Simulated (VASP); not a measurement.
# ZnSe (Stilleite): how numerical settings change the zone-centre modes, part 2 of 2

How far do the zone-centre frequencies of ZnSe (Stilleite) depend on the numerical settings? The starting structure is a measured crystal structure from the Crystallography Open Database.

VASP 6.6.1.

Results so far: reference T2 218.3 cm⁻¹.

## 3. Modes with a 5×5×5 mesh

Level of this step: LDA; plane waves and PAW (Se, Zn) (VASP).

Against step 2 the input has a 5×5×5 mesh.

File INCAR:

```
SYSTEM = ZnSe
PREC = Accurate
ENCUT = 450
EDIFF = 1E-08
NELM = 100
ISMEAR = 0
SIGMA = 0.03
LREAL = .FALSE.
ALGO = Normal
GGA = CA
NBANDS = 15
LORBIT = 11
LWAVE = .FALSE.
LCHARG = .FALSE.
KPAR = 8
IBRION = 8
LEPSILON = .TRUE.
LPEAD = .TRUE.
ISIF = 2
```

File POSCAR:

```
ZnSe
1.0
    0.0000000000      2.7871508801      2.7871508801
    2.7871508801      0.0000000000      2.7871508801
    2.7871508801      2.7871508801      0.0000000000
Se Zn
1 1
Direct
    0.7500000000      0.7500000000      0.7500000000
    0.0000000000      0.0000000000      0.0000000000
```

File KPOINTS:

```
Automatic mesh
0
Gamma
5 5 5
0 0 0
```

The projector-augmented-wave data sets are Se and Zn (LDA family, release 64).

On the command line:

```sh
$ mpirun -np 8 vasp_std
```

Output:

```text
[banner, memory and clock lines left out]
running    8 mpi-ranks, on    1 nodes
[...]
[... a notice as in an earlier step ...]

 LDA part: xc-table for (Slater(with rela. corr.)+CA(PZ))
 , standard interpolation
 POSCAR, INCAR and KPOINTS ok, starting setup
[...]
entering main loop
       N       E                     dE             d eps       ncg     rms          rms(c)
DAV:   1     0.822476438706E+02    0.82248E+02   -0.82259E+03   300   0.124E+03
DAV:   2    -0.241477295539E+01   -0.84662E+02   -0.79951E+02   321   0.244E+02
DAV:   3    -0.762478151877E+01   -0.52100E+01   -0.51915E+01   349   0.625E+01
DAV:   4    -0.766740234595E+01   -0.42621E-01   -0.42614E-01   342   0.597E+00
[...]
DAV:  12    -0.734955636315E+01   -0.17254E-07   -0.25530E-06   342   0.115E-02    0.130E-03
DAV:  13    -0.734955638438E+01   -0.21230E-07   -0.96688E-08   370   0.296E-03    0.538E-04
DAV:  14    -0.734955638459E+01   -0.20623E-09   -0.11989E-09   185   0.487E-04
   1 F= -.73495564E+01 E0= -.73495564E+01  d E =-.951134E-12
[...]
force on displaced ion       1 direction 1 :  -6.286   0.000   0.000
 Born effective charge ion    1 direction 1 :  -1.966   0.000   0.000
 Linear response progress:
  Degree of freedom:   2/  2
       N       E                     dE             d eps       ncg     rms          rms(c)
RMM:   1    -0.212870132019E+00   -0.21287E+00   -0.81885E-03  1136   0.206E+00
RMM:   2    -0.211082155864E+00    0.17880E-02   -0.24566E-03  1284   0.376E-01    0.898E-02
RMM:   3    -0.210847095106E+00    0.23506E-03   -0.39227E-05  1442   0.475E-02    0.538E-02
RMM:   4    -0.210554303118E+00    0.29279E-03   -0.24837E-05  1503   0.283E-02    0.274E-03
RMM:   5    -0.210570328561E+00   -0.16025E-04   -0.69330E-07  1532   0.529E-03    0.742E-04
RMM:   6    -0.210569307196E+00    0.10214E-05    0.81422E-08  1543   0.119E-03    0.323E-04
RMM:   7    -0.210568881956E+00    0.42524E-06    0.26466E-07  1460   0.398E-04    0.936E-05
RMM:   8    -0.210568566646E+00    0.31531E-06    0.14090E-08  1440   0.240E-04    0.121E-05
RMM:   9    -0.210568575232E+00   -0.85861E-08    0.37550E-08  1545   0.159E-04    0.791E-06
 first order change of Fermi-energy  -0.73204E-04
 force on displaced ion       2 direction 1 :  -6.242  -0.000  -0.000
 Born effective charge ion    2 direction 1 :   1.965   0.000   0.000
 Born effective charges drift removed
 Linear response finished
```

Wall time 30 s (8 MPI ranks of AMD EPYC 7R43, shared host); peak memory 1.5 GiB.

OUTCAR, selected parts (step 3):

```text
  Total        0.0345023      0.0345023      0.0345023     -0.0000000      0.0000000     -0.0000000
  in kB        1.2765787      1.2765787      1.2765787     -0.0000000      0.0000000     -0.0000000
  external PRESSURE =       1.2765787 kB  Pullay stress =       0.0000000 kB

 POSITION                                       TOTAL-FORCE (eV/Angst)
 -----------------------------------------------------------------------------------
      4.18073      4.18073      4.18073        -0.000000     -0.000000     -0.000000
      0.00000      0.00000      0.00000         0.000000      0.000000      0.000000
 -----------------------------------------------------------------------------------
    total drift:                               -0.000001     -0.000001     -0.000001

 MACROSCOPIC STATIC DIELECTRIC TENSOR (including local field effects in DFT)
 ------------------------------------------------------
           7.085057    -0.000000    -0.000000
           0.000000     7.085057    -0.000000
           0.000000    -0.000000     7.085057
 ------------------------------------------------------

 MACROSCOPIC STATIC DIELECTRIC TENSOR IONIC CONTRIBUTION
 ------------------------------------------------------
           2.578766     0.000000    -0.000000
           0.000000     2.578766     0.000000
          -0.000000     0.000000     2.578766
 ------------------------------------------------------

[... 1 part as in an earlier step ...]

[... 1 further part left out ...]
```

With a 5×5×5 mesh the mode is T2 218.2 cm⁻¹, -0.1 cm⁻¹ from the reference.

## 4. Modes with a cutoff of 280 eV

Against step 2 the input has ENCUT = 280.

INCAR, as its differences from that of step 3:

```diff
@@ -2,3 +2,3 @@
 PREC = Accurate
-ENCUT = 450
+ENCUT = 280
 EDIFF = 1E-08
```

POSCAR is that of step 3.

File KPOINTS:

```
Automatic mesh
0
Gamma
10 10 10
0 0 0
```

On the command line:

```sh
$ mpirun -np 8 vasp_std
```

Output:

```text
[... set-up lines as in an earlier step ...]
 entering main loop
       N       E                     dE             d eps       ncg     rms          rms(c)
DAV:   1     0.639789634110E+02    0.63979E+02   -0.62847E+03  1418   0.883E+02
DAV:   2    -0.441239279328E+01   -0.68391E+02   -0.65532E+02  1648   0.195E+02
DAV:   3    -0.765961167965E+01   -0.32472E+01   -0.32390E+01  1704   0.460E+01
DAV:   4    -0.767888832252E+01   -0.19277E-01   -0.19275E-01  1739   0.384E+00
[...]
DAV:  11    -0.736842402124E+01    0.65935E-05   -0.13091E-05  1957   0.452E-02    0.483E-03
DAV:  12    -0.736842401593E+01    0.53137E-08   -0.24896E-06  1760   0.103E-02    0.133E-03
DAV:  13    -0.736842402511E+01   -0.91777E-08   -0.72221E-08  1606   0.235E-03
   1 F= -.73684240E+01 E0= -.73684240E+01  d E =-.640463E-17
 Linear response reoptimize wavefunctions to high precision
DAV:   1    -0.736842402450E+01    0.60459E-09   -0.98093E-10  1454   0.378E-04
DAV:   2    -0.736842402452E+01   -0.20009E-10   -0.15021E-10   873   0.108E-04
 Linear response to external field (no local field effect), progress :
[...]
force on displaced ion       1 direction 1 :  -6.268  -0.000  -0.000
 Born effective charge ion    1 direction 1 :  -1.973   0.000   0.000
 Linear response progress:
  Degree of freedom:   2/  2
       N       E                     dE             d eps       ncg     rms          rms(c)
RMM:   1    -0.211954954036E+00   -0.21195E+00   -0.84690E-03  7164   0.200E+00
RMM:   2    -0.210227953448E+00    0.17270E-02   -0.24545E-03  8243   0.347E-01    0.895E-02
RMM:   3    -0.209979132880E+00    0.24882E-03   -0.36118E-05  9124   0.393E-02    0.535E-02
RMM:   4    -0.209681140137E+00    0.29799E-03   -0.17966E-05  9448   0.268E-02    0.276E-03
RMM:   5    -0.209699937593E+00   -0.18797E-04   -0.14549E-06  9791   0.515E-03    0.586E-04
RMM:   6    -0.209696826335E+00    0.31113E-05    0.73995E-08  9915   0.939E-04    0.311E-04
RMM:   7    -0.209696494277E+00    0.33206E-06   -0.42716E-08  9814   0.349E-04    0.268E-05
RMM:   8    -0.209696315267E+00    0.17901E-06   -0.43529E-09  9836   0.172E-04    0.104E-05
RMM:   9    -0.209696311385E+00    0.38817E-08   -0.32236E-08 10060   0.131E-04    0.299E-06
 first order change of Fermi-energy  -0.45516E-04
 force on displaced ion       2 direction 1 :  -6.429   0.000   0.000
 Born effective charge ion    2 direction 1 :   1.972   0.000   0.000
 Born effective charges drift removed
 Linear response finished
```

Run time: 65 s. Hardware: 8 MPI ranks; peak memory 1.9 GiB; 8.5 min of CPU time.

OUTCAR, selected parts (step 4):

```text
  Total       -0.1038006     -0.1038006     -0.1038006      0.0000000      0.0000000      0.0000000
  in kB       -3.8405992     -3.8405992     -3.8405992      0.0000000      0.0000000      0.0000000
  external PRESSURE =      -3.8405992 kB  Pullay stress =       0.0000000 kB

 POSITION                                       TOTAL-FORCE (eV/Angst)
 -----------------------------------------------------------------------------------
      4.18073      4.18073      4.18073         0.000000     -0.000000     -0.000000
      0.00000      0.00000      0.00000        -0.000000      0.000000      0.000000
 -----------------------------------------------------------------------------------
    total drift:                                0.000003      0.000003      0.000004

 MACROSCOPIC STATIC DIELECTRIC TENSOR (including local field effects in DFT)
 ------------------------------------------------------
           7.389649     0.000000    -0.000000
           0.000000     7.389649     0.000000
           0.000000     0.000000     7.389649
 ------------------------------------------------------

 MACROSCOPIC STATIC DIELECTRIC TENSOR IONIC CONTRIBUTION
 ------------------------------------------------------
           2.562623     0.000000    -0.000000
           0.000000     2.562623    -0.000000
          -0.000000    -0.000000     2.562623
 ------------------------------------------------------

[... 1 part as in an earlier step ...]

[... 1 further part left out ...]
```

With a cutoff of 280 eV the mode is T2 219.8 cm⁻¹, +1.5 cm⁻¹ from the reference.

## 5. Modes with a 12×12×12 mesh

Against step 2 the input has a 12×12×12 mesh.

INCAR, as its differences from that of step 4:

```diff
@@ -2,3 +2,3 @@
 PREC = Accurate
-ENCUT = 280
+ENCUT = 450
 EDIFF = 1E-08
```

POSCAR is that of step 4.

File KPOINTS:

```
Automatic mesh
0
Gamma
12 12 12
0 0 0
```

On the command line:

```sh
$ mpirun -np 8 vasp_std
```

Output:

```text
[... set-up lines as in an earlier step ...]
 entering main loop
       N       E                     dE             d eps       ncg     rms          rms(c)
DAV:   1     0.811208652448E+02    0.81121E+02   -0.82567E+03  2160   0.127E+03
DAV:   2    -0.267096481997E+01   -0.83792E+02   -0.79213E+02  2398   0.246E+02
DAV:   3    -0.764329038411E+01   -0.49723E+01   -0.49531E+01  2643   0.609E+01
DAV:   4    -0.768361654543E+01   -0.40326E-01   -0.40321E-01  2517   0.592E+00
[...]
DAV:  12    -0.737253515210E+01   -0.43209E-07   -0.25059E-06  2671   0.117E-02    0.119E-03
DAV:  13    -0.737253517520E+01   -0.23100E-07   -0.87252E-08  2594   0.256E-03    0.482E-04
DAV:  14    -0.737253517605E+01   -0.84947E-09   -0.76403E-10  1577   0.488E-04
   1 F= -.73725352E+01 E0= -.73725352E+01  d E =-.168254E-18
 Linear response reoptimize wavefunctions to high precision
DAV:   1    -0.737253517519E+01    0.85947E-09   -0.13468E-09  1955   0.712E-04
DAV:   2    -0.737253517522E+01   -0.33651E-10   -0.40989E-10  1346   0.147E-04
 Linear response to external field (no local field effect), progress :
[...]
RMM:  12    -0.823483589481E-01    0.15573E-08    0.17591E-09  8606   0.153E-05    0.220E-07
 first order change of Fermi-energy   0.24767E-03
 force on displaced ion       1 direction 1 :  -6.292   0.000   0.000
 Born effective charge ion    1 direction 1 :  -1.972   0.000   0.000
 Linear response progress:
  Degree of freedom:   2/  2
       N       E                     dE             d eps       ncg     rms          rms(c)
RMM:   1    -0.212869781083E+00   -0.21287E+00   -0.87960E-03 11752   0.206E+00
RMM:   2    -0.211071910932E+00    0.17979E-02   -0.24959E-03 13387   0.383E-01    0.893E-02
RMM:   3    -0.210834910363E+00    0.23700E-03   -0.41425E-05 15151   0.477E-02    0.536E-02
RMM:   4    -0.210544388532E+00    0.29052E-03   -0.17235E-05 15609   0.284E-02    0.275E-03
[...]
RMM:  12    -0.210559888717E+00    0.15423E-07   -0.97711E-09 10508   0.350E-05    0.257E-07
RMM:  13    -0.210559875006E+00    0.13711E-07   -0.11032E-08  8729   0.343E-05    0.119E-07
RMM:  14    -0.210559862018E+00    0.12988E-07   -0.10263E-08  7680   0.341E-05    0.142E-08
 first order change of Fermi-energy  -0.36474E-04
 force on displaced ion       2 direction 1 :  -6.248  -0.000  -0.000
 Born effective charge ion    2 direction 1 :   1.971   0.000   0.000
 Born effective charges drift removed
 Linear response finished
```

Wall time 3 min (8 MPI ranks); peak memory 4.4 GiB.

OUTCAR, selected parts (step 5):

```text
  Total        0.0053851      0.0053851      0.0053851     -0.0000000      0.0000000      0.0000000
  in kB        0.1992482      0.1992482      0.1992482     -0.0000000      0.0000000      0.0000000
  external PRESSURE =       0.1992482 kB  Pullay stress =       0.0000000 kB

 POSITION                                       TOTAL-FORCE (eV/Angst)
 -----------------------------------------------------------------------------------
      4.18073      4.18073      4.18073        -0.000000     -0.000000      0.000000
      0.00000      0.00000      0.00000         0.000000      0.000000     -0.000000
 -----------------------------------------------------------------------------------
    total drift:                               -0.000001     -0.000001     -0.000001

 MACROSCOPIC STATIC DIELECTRIC TENSOR (including local field effects in DFT)
 ------------------------------------------------------
           7.405481    -0.000000     0.000000
           0.000000     7.405481     0.000000
          -0.000000    -0.000000     7.405481
 ------------------------------------------------------

 MACROSCOPIC STATIC DIELECTRIC TENSOR IONIC CONTRIBUTION
 ------------------------------------------------------
           2.593299    -0.000000    -0.000000
          -0.000000     2.593299     0.000000
          -0.000000     0.000000     2.593299
 ------------------------------------------------------

[... 1 part as in an earlier step ...]

[... 1 further part left out ...]
```

With a 12×12×12 mesh the mode is T2 218.3 cm⁻¹, as with the reference.

## 6. Modes with finite displacements

Against step 2 the input has IBRION = 6, NFREE = 2, POTIM = 0.015, no LEPSILON and no LPEAD (also changed: NSW).

INCAR, as its differences from that of step 5:

```diff
@@ -15,5 +15,6 @@
 KPAR = 8
-IBRION = 8
-LEPSILON = .TRUE.
-LPEAD = .TRUE.
+IBRION = 6
+NFREE = 2
+POTIM = 0.015
+NSW = 1
 ISIF = 2
```

POSCAR is that of step 5.

File KPOINTS:

```
Automatic mesh
0
Gamma
10 10 10
0 0 0
```

On the command line:

```sh
$ mpirun -np 8 vasp_std
```

Output:

```text
[... set-up lines as in an earlier step ...]
 entering main loop
       N       E                     dE             d eps       ncg     rms          rms(c)
[... 14 cycles as in an earlier step ...]
   1 F= -.73723932E+01 E0= -.73723932E+01  d E =-.286566E-17
[...]
2 F= -.73716848E+01 E0= -.73716848E+01  d E =-.421913E-15
[...]
3 F= -.73716849E+01 E0= -.73716849E+01  d E =-.420185E-15
[...]
4 F= -.73716915E+01 E0= -.73716915E+01  d E =-.420879E-15
[...]
5 F= -.73716915E+01 E0= -.73716915E+01  d E =-.420891E-15
 Finite differences progress:
  Degree of freedom:   2/  2
  Displacement:        2/  2
  Total:               4/  4
```

Wall time 54 s (8 MPI ranks); peak memory 2 GiB.

Parts of OUTCAR (step 6):

```text
  Total        0.0048585      0.0062950      0.0062950      0.0000000      0.0956496      0.0000000
  in kB        0.1797647      0.2329120      0.2329120      0.0000000      3.5390159      0.0000000
  external PRESSURE =       0.2151963 kB  Pullay stress =       0.0000000 kB

 POSITION                                       TOTAL-FORCE (eV/Angst)
 -----------------------------------------------------------------------------------
      4.18073      4.18073      4.18073        -0.094176     -0.000000     -0.000000
     -0.01500      0.00000      0.00000         0.094176      0.000000      0.000000
 -----------------------------------------------------------------------------------
    total drift:                               -0.000277      0.000000      0.000000

  FREE ENERGIE OF THE ION-ELECTRON SYSTEM (eV)
  ---------------------------------------------------
  free  energy   TOTEN  =        -7.3716915065 eV

  energy  without entropy=       -7.3716915065  energy(sigma->0) =       -7.37169151

[... 2 parts as in an earlier step ...]

[... 1 further part left out ...]
[key lines of the parts left out:]
E-fermi :   2.1230
```

The last energy, forces and stress in OUTCAR belong to the last displaced cell, not to that of POSCAR.

With finite displacements the mode is T2 218.6 cm⁻¹, +0.3 cm⁻¹ from the reference.

## 7. Comparison

```tsv
run	T2	method	core minutes
reference	218.3	perturbation theory	16.9
a 5×5×5 mesh	218.2	perturbation theory	4.0
a cutoff of 280 eV	219.8	perturbation theory	8.67
a 12×12×12 mesh	218.3	perturbation theory	24.0
finite displacements	218.6	finite displacements	7.2
```

Modes are in cm⁻¹, degenerate ones as one, matched between runs by symmetry and order. A number in brackets counts the listed modes of one symmetry from the lowest. The symmetry labels come from an automatic analysis and can be wrong where levels nearly coincide. Core minutes are wall time times ranks of the run shown, on a shared host.

## 8. Summary of results

```yaml
t2_reference: 218.3 cm⁻¹
t2_a_5x5x5_mesh: 218.2 cm⁻¹
t2_a_cutoff_of_280_ev: 219.8 cm⁻¹
t2_a_12x12x12_mesh: 218.3 cm⁻¹
t2_finite_displacements: 218.6 cm⁻¹
```

The largest change comes with a cutoff of 280 eV: +1.5 cm⁻¹ in T2. On finer settings the modes change by less than 0.1 cm⁻¹ with a 12×12×12 mesh. Other changes move the modes by more: +1.5 cm⁻¹ in T2 with a cutoff of 280 eV and +0.3 cm⁻¹ in T2 with finite displacements. The dielectric constants and Born charges in the logs aren't compared here; at a small gap they can be far off, and in a run without a gap they mean nothing. The frequencies are harmonic, and the splitting of polar modes by their long-range field is left out. Further runs on this material are not shown.

[Lines on the potential files, build, host, timing and source positions are cut from VASP's logs without a mark.]

[Logs are printed without paths, hosts, clocks, repeated set-up lines and the standing remarks that a program may print on its own settings, such as how far it seeks lower states.]

[Hosts, paths, dates, database ids (printed as entryN), source tags and the programs' standing remarks are cut or masked in the printed files.]
